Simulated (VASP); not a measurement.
Set up this calculation in VASP 6.6.1, as the native input.

```yaml
Task: relaxation of the atoms
Functional: r2SCAN
Potentials_or_basis: VASP PAW PBE potentials, release 64 (Ir)
Cutoff: 600 eV
k_mesh: 16 × 16 × 16
Occupations: methfessel-paxton, width 0.1 eV
Spin: no spin polarisation
Further_INCAR_settings: ALGO = Normal; EDIFF = 1e-07; IBRION = 2; EDIFFG = -0.01; NSW = 40
```

The structure of Ir lies in POSCAR:

```
Ir                                      
1.0
    0.0000000000      1.9521390010      1.9521390010
    1.9521390010      0.0000000000      1.9521390010
    1.9521390010      1.9521390010      0.0000000000
  Ir            
     1
Direct
     0.0000000000000000    0.0000000000000000    0.0000000000000000
```

The cell isn't the ideal one: a relaxed cell with its volume scaled by 1.04.

These files were run (other wordings do the same):

INCAR

```
SYSTEM = Ir
  PREC = Accurate
  ENCUT = 600
  EDIFF = 1E-7
  ISMEAR = 1
  SIGMA = 0.1
  LREAL = .FALSE.
  LASPH = .TRUE.
  NELM = 80
  ALGO = Normal
  ISIF = 2
  LWAVE = .FALSE.
  LCHARG = .FALSE.
  METAGGA = R2SCAN
  LMIXTAU = .TRUE.
  IBRION = 2
  NSW = 40
  EDIFFG = -0.01
```

KPOINTS

```
regular mesh
0
G
  16 16 16
  0 0 0
```

Potentials or basis: VASP PAW PBE potentials, release 64 (Ir).

Command:

```bash
$ cat potpaw_PBE.64/Ir/POTCAR > POTCAR
$ mpirun -np 1 vasp_std > vasp.out
```

Results of the run:

- Pressure after relaxing: -13.4 GPa
- Band gap on the k mesh: none (metal or under the smearing width)

Caveat: the relaxation stopped at its first step, so nothing moved; the PAW data sets were made with another functional, which shifts forces and pressure a little.

Wall time 64 s on 1 thread of Intel(R) Xeon(R) Platinum 8259CL CPU @ 2.50GHz (Skylake/Cascade Lake), with other jobs on the host, peak memory 0.17 GiB.
